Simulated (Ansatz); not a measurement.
A 12-atom cell of HfO₂ (P2_1/c) from a materials database, relaxed with r2SCAN in the plane-wave code Ansatz. It is monoclinic, P2_1/c (No. 14); a = 5.114 Å, b = 5.181 Å, c = 5.295 Å, β = 99.5° in the conventional setting, 11.53 Å³ an atom. Hf is surrounded by 7 O at 2.04–2.25 Å; O is surrounded by 4 Hf at 2.14–2.25 Å; O is surrounded by 3 Hf at 2.04–2.14 Å.

The axes x, y and z are those of this cell:
```yaml
crystal:
  lattice:
    - [5.11386, 0.00000, 0.00476]
    - [0.00000, 5.18141, 0.00000]
    - [-0.87469, 0.00000, 5.22228]
  atoms:
    - { symbol: Hf, position: [0.27619, 0.45818, 0.70819] }
    - { symbol: Hf, position: [0.72381, 0.95818, 0.79181] }
    - { symbol: Hf, position: [0.72381, 0.54182, 0.29181] }
    - { symbol: Hf, position: [0.27619, 0.04182, 0.20819] }
    - { symbol: O, position: [0.44793, 0.74232, 0.97851] }
    - { symbol: O, position: [0.55207, 0.24232, 0.52149] }
    - { symbol: O, position: [0.55207, 0.25768, 0.02149] }
    - { symbol: O, position: [0.44793, 0.75768, 0.47851] }
    - { symbol: O, position: [0.07015, 0.33387, 0.34395] }
    - { symbol: O, position: [0.92985, 0.83387, 0.15605] }
    - { symbol: O, position: [0.92985, 0.66613, 0.65605] }
    - { symbol: O, position: [0.07015, 0.16613, 0.84395] }
```

Unstrained: PBE gives an indirect gap of 4.089 eV, from Γ to Y₂; the least direct gap is 4.181 eV at Y₂. With r2SCAN the valence top lies at Γ and the conduction bottom at Y₂, 4.595 eV higher; the smallest vertical gap, at Y₂, is 4.684 eV. The HSE06 gap is indirect, 5.688 eV (Γ to Y₂), below the direct gap of 5.782 eV at Y₂. Meshes: PBE 6×6×6, r2SCAN 6×6×6, HSE06 4×4×4. Strains are changes of length per length. After each strain the atoms were relaxed again with r2SCAN within the symmetry that the strain leaves, so tilts or polar shifts that break it weren't tested; points keep the names that they have in the unstrained zone. Spin-unpolarised throughout; all numbers are computed.

Q: Estimate what uniaxial +1.0 % along z, other directions held does to the gap.

A: PBE: the gap goes from 4.089 to 4.106 eV (+0.017 eV). r2SCAN: the gap goes from 4.595 to 4.612 eV (+0.017 eV). HSE06: the gap goes from 5.688 to 5.705 eV (+0.017 eV). The r2SCAN energy rises by 1.0 meV an atom.

Q: Estimate what uniaxial +2.0 % along z, other directions held does to the gap.

A: PBE: the gap goes from 4.089 to 4.140 eV (+0.051 eV). r2SCAN: the gap goes from 4.595 to 4.645 eV (+0.050 eV). HSE06: the gap goes from 5.688 to 5.740 eV (+0.052 eV). The r2SCAN energy rises by 4.2 meV an atom.

Q: Apply uniaxial -3.0 % along z, other directions held. How far does the gap move, against the unstrained cell?

A: PBE: the gap goes from 4.089 to 4.222 eV (+0.133 eV); the edges go from Γ → Y₂ to Γ–A (0.17) → Y₂. r2SCAN: the gap goes from 4.595 to 4.734 eV (+0.139 eV); the edges go from Γ → Y₂ to Γ–A (0.17) → Y₂. HSE06: the gap goes from 5.688 to 5.838 eV (+0.150 eV); the edges go from Γ → Y₂ to Γ–A (0.17) → Y₂. The r2SCAN energy rises by 8.6 meV an atom.

Q: Estimate what uniaxial -2.0 % along z, other directions held does to the gap.

A: PBE: the gap goes from 4.089 to 4.146 eV (+0.057 eV). r2SCAN: the gap goes from 4.595 to 4.655 eV (+0.060 eV). HSE06: the gap goes from 5.688 to 5.753 eV (+0.065 eV). The r2SCAN energy rises by 3.9 meV an atom.

Q: Estimate what uniaxial -1.0 % along z, other directions held does to the gap.

A: PBE: the gap goes from 4.089 to 4.099 eV (+0.010 eV). r2SCAN: the gap goes from 4.595 to 4.607 eV (+0.012 eV). HSE06: the gap goes from 5.688 to 5.701 eV (+0.013 eV). The r2SCAN energy rises by 1.0 meV an atom.

Q: Estimate what uniaxial +3.0 % along z, other directions held does to the gap.

A: PBE: the gap goes from 4.089 to 4.178 eV (+0.089 eV). r2SCAN: the gap goes from 4.595 to 4.683 eV (+0.088 eV). HSE06: the gap goes from 5.688 to 5.781 eV (+0.093 eV). The r2SCAN energy rises by 9.6 meV an atom.

No spin-orbit coupling is included; it can move band edges with weight on the heavy atoms by tenths of an eV.

Where an edge lies off the special points, it is a point of the mesh or the k point where a search put PBE's edge or least direct gap, reused for the other functionals, whose own edges may lie a little apart.

The meshes of the hybrids are coarse, so their gaps aren't converged to the digits shown.
